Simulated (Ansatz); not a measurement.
A plane-wave DFT run in Ansatz 0.2.0 (scalar-relativistic PAW potentials unless the input names others): input and command.

```yaml
crystal:
  lattice:
    - [2.2677812922, 0.0, 0.0]
    - [-1.1338906461, 1.9639562093, 0.0]
    - [0.0, 0.0, 7.2775072412]
  atoms:
    - { symbol: C, position: [0.0, 0.0, 0.0025] }
    - { symbol: C, position: [0.0, 0.0, 0.5025] }
    - { symbol: C, position: [0.3333333333, 0.6666666667, 0.0025] }
    - { symbol: C, position: [0.6666666667, 0.3333333333, 0.5025] }
basis:
  ecutwfc: 420
kpoints:
  mp_grid: { grid: [24, 24, 8] }
hamiltonian:
  xc: pbe
  dispersion: d3bj
scf:
  occupations: { method: methfessel_paxton, width: 0.3 }
output:
  forces: true
  eigenvalues: true
  stress: true
```

```bash
ansatz run input.yaml --threads 2 --pin off --max-ram 5120MiB --backend cpu --events-out ev --progress --plain --runs-dir out
```

Abridged log:
```
Pseudopotentials: kind: paw
Pseudopotential: C, paw, valence charge 4, recommended cutoff 420 eV (normal)
Functional definition: PBE
Crystal: 4 atoms, lattice volume = 32.413 Å³
Basis set: ecut = 420 eV, 637 PW (Γ), exchange–correlation on 32×32×100 points (8 copies of the dense FFT grid, shifted against one another)
Bands: 12, of which v1, the nominal top of the filled ones, is band 8 counted from 1 (7 counted from 0)
Symmetry: 24 space group operations
Space group: P63/mmc (ITA 194), of the structure as read, at distance tolerance 3.2e-5 Å
k-points: 305 of 4608
Initial density: superposition of atomic densities (neutral atoms: chi_scale 0, normalization atom), corrected by the library's trained network
Initial wavefunctions: pseudopotential atomic-orbital guess
Functional: x = pbe(κ = 0.804, μ = 0.21951497), c = pbe(β = 0.06672455)
SCF iter   1: F=—  HF=-1002.085575 eV  |F-HF|=—  |Δ(HF+E_count)|=         —  Δρ=6.56e-3  dr2=5.48e-3  ethr=1.77e-3  ⟨swp⟩=5.0  Hψ=19997  notcnv=0
SCF iter   2: F=—  HF=-1002.087441 eV  |F-HF|=—  |Δ(HF+E_count)|=   1.87e-3  S|Δr|=    0.00e0  Δρ=3.65e-3  dr2=1.85e-3  ethr=3.42e-5  ⟨swp⟩=1.7  Hψ=6924  notcnv=0
SCF iter   3: F=—  HF=-1002.088511 eV  |F-HF|=—  |Δ(HF+E_count)|=   1.07e-3  S|Δr|=    0.00e0  Δρ=3.02e-4  dr2=1.98e-5  ethr=1.15e-5  ⟨swp⟩=2.5  Hψ=5123  notcnv=0
SCF iter   4: F=—  HF=-1002.088589 eV  |F-HF|=—  |Δ(HF+E_count)|=   7.85e-5  S|Δr|=    0.00e0  Δρ=8.14e-5  dr2=1.08e-6  ethr=1.24e-7  ⟨swp⟩=2.3  Hψ=6243  notcnv=0
SCF iter   5: F=—  HF=-1002.088591 eV  |F-HF|=—  |Δ(HF+E_count)|=   2.13e-6  S|Δr|=    0.00e0  Δρ=5.22e-5  dr2=6.51e-7  ethr=6.25e-10  ⟨swp⟩=7.6  Hψ=20432  notcnv=0
SCF iter   6: F=-1002.088591 eV  HF=-1002.088591 eV  |F-HF|=3.16e-9  |Δ(HF+E_count)|=   1.65e-7  S|Δr|=    0.00e0  Δρ=3.61e-6  dr2=1.38e-9  ethr=6.25e-10  ⟨swp⟩=3.2  Hψ=15266  notcnv=0
SCF 1 converged in 6 iterations: F = -1002.088591 eV  dr2 = 1.38e-9
SCF converged after 6 iterations
Stability not checked: this state was not tested for a lower state beside it, because cold or Methfessel-Paxton smearing, or corrected tetrahedra, fill the levels in a way that the test cannot read (fill_not_monotonic; see scf.lower_state_search)
Free energy (F): -1002.088591 eV
Harris-Foulkes:  -1002.088591 eV  (|F-HF|=3.16e-9)
Internal energy: -1002.088144 eV  (E = F + TS)
E sigma→0 (E₀):  -1002.088479 eV
Entropy (-TS):   -0.000447 eV (-0.112 meV/atom)
Fermi energy:    8.033534 eV
  E_disp       = -0.516979  (pairwise vdW)
--- Forces (eV/Å), atoms counted from 1 ---
  atom   1  C      0.00000000     0.00000000     0.00000000
  atom   2  C      0.00000000     0.00000000     0.00000000
  atom   3  C      0.00000000     0.00000000     0.00000000
  atom   4  C      0.00000000     0.00000000     0.00000000
--- Stress (GPa, compression-positive) ---
      135.893789       0.000000       0.000000
        0.000000     135.893789       0.000000
        0.000000       0.000000      -1.900772
  P = ⅓ Tr σ = 89.9623 GPa (899.623 kbar)
```

Apart from outputs and empty bands, the input differs from a reference run on usual settings in scf.occupations.method: "gaussian" → "methfessel_paxton"; scf.occupations.width: 0.15 → 0.3. The reference, at the same geometry (not necessarily relaxed), gave pressure 89.96 GPa, largest force 0.000 eV/Å, no gap on the mesh. This run converged in 6 SCF iterations (reference: 6) with an energy at zero smearing 0.04 meV/atom below the reference's, pressure 89.96 GPa, largest force 0.000 eV/Å, no gap on the mesh. Its smearing width is looser than usual, yet energy, pressure and forces hardly moved.

The run took 5.8 s on 2 threads of Intel(R) Xeon(R) Platinum 8175M CPU @ 2.50GHz (Skylake/Cascade Lake) (shared host), peak memory 0.42 GiB.